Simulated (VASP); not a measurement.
A run of VASP 6.6.1 is set up as follows.

File INCAR:

```
PREC = Accurate
ENCUT = 520
EDIFF = 1E-6
ISMEAR = 0
SIGMA = 0.05
LREAL = F
LASPH = T
NELM = 150
ALGO = Normal
ISIF = 2
LWAVE = F
LCHARG = F
ISPIN = 2
MAGMOM = 1 0
LORBIT = 11
LMAXMIX = 4
LDAU = T
LDAUTYPE = 2
LDAUL = 2 -1
LDAUU = 3 0
LDAUJ = 0 0
LDAUPRINT = 1
METAGGA = R2SCAN
LMIXTAU = T
NBANDS = 19
```

KPOINTS

```
Automatic mesh
0
Gamma
  8 8 7
```

File POSCAR:

```
NiO
1.0
    2.7830607900      0.0000000000      0.0000000000
   -1.3915303900      2.4102013400      0.0000000000
    0.0000000000      0.0000000000      2.7161294400
Ni O
1 1
Direct
    0.0000000000      0.0000000000      0.0000000000
    0.6666666667      0.3333333333      0.5000000000
```

Potentials or basis: VASP PAW PBE potentials, release 64 (Ni, O).

The run is started by

```bash
$ cat potpaw_PBE.64/Ni/POTCAR potpaw_PBE.64/O/POTCAR > POTCAR
$ mpirun -np 1 vasp_std > vasp.out
```

Problem. Predict the band gap on the k mesh.

Solution. 0.81 eV, indirect (least direct gap 1.33 eV).

Problem. What does it give for the net moment?

Solution. 2.00 μB per cell.

Problem. Estimate the pressure.

Solution. 0.7 GPa.

Stress tensor (GPa, compression positive):
```
 3.65  0.00  0.00
 0.00  3.65  0.00
 0.00  0.00 -5.31
```

Caveat: the PAW data sets were made with another functional, which shifts forces and pressure a little; an odd mesh through Γ misses points on the zone boundary, where band edges often lie; a cell with one magnetic atom can't hold antiferromagnetic order, which such compounds often take.
